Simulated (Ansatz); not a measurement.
## A trial form of Ge

Method: Ansatz 0.2.0, DFT PBE, scalar-relativistic, plane waves, PAW. Cutoff 420 eV, Gaussian smearing, Γ-centred meshes. Cell and atoms relax first on a coarse mesh and then on a finer one. In between, the cell is made exact in the group found at 0.06 Å. In metals the finer mesh still leaves noise of several meV/atom or more. The steps can't lower the symmetry of their start. No spin polarisation.

The guess for Ge was made by a generator: 4-connected net of one element (P6_522, No. 179). Its size is a rough estimate.

```
CELL_PARAMETERS angstrom
6.20552 0.00000 0.00000
-3.10276 5.37414 0.00000
0.00000 0.00000 3.65966
ATOMIC_POSITIONS crystal
Ge 0.62265 0.00000 0.00000
Ge 0.00000 0.62265 0.66667
Ge 0.37735 0.37735 0.33333
Ge 0.37735 0.00000 0.50000
Ge 0.00000 0.37735 0.16667
Ge 0.62265 0.62265 0.83333
```

Energies count from the standard state of Ge at the same level.

Question: What does it relax into?

Answer: The symmetry stays P6_522 (No. 179). The volume per atom grows by 15.8 %, from 20.3 to 23.5 Å³. The shortest distance goes from 2.38 Å (Ge–Ge) to 2.50 Å (Ge–Ge). The energy falls by about 0.12 eV/atom (the start's value is from the coarse mesh). Conventional cell: a = 6.412 Å, c = 3.968 Å. Ge has 4 Ge at 2.50–2.53 Å.

```
Ge
1.0
     6.41240    0.00000    0.00000
    -3.20620    5.55330    0.00000
     0.00000    0.00000    3.96763
Ge
6
Direct
  0.61910 0.00000 0.00000
  0.00000 0.61910 0.66667
  0.38090 0.38090 0.33333
  0.38090 0.00000 0.50000
  0.00000 0.38090 0.16667
  0.61910 0.61910 0.83333
```

Question: Give its energy and gap.

Answer: The energy over the standard state is +0.13 eV/atom and the gap on the 6×6×10 mesh of the 6-atom cell is 0 eV (the bands meet within 0.015 eV).

So it is a metastable form at best.

The last run used Gaussian smearing of 0.10 eV. The zero gap may come from the functional, which often closes small gaps. A structure relaxed within its symmetry needn't be a true minimum. In all, the 3 runs took 5.3 min on 1 thread of Intel(R) Xeon(R) Processor @ 2.50GHz (Skylake/Cascade Lake) (shared host). Another cell of Ge relaxed alike, in P6_3/mmc, lies 123 meV/atom lower, so this cell isn't the stable form at this level.
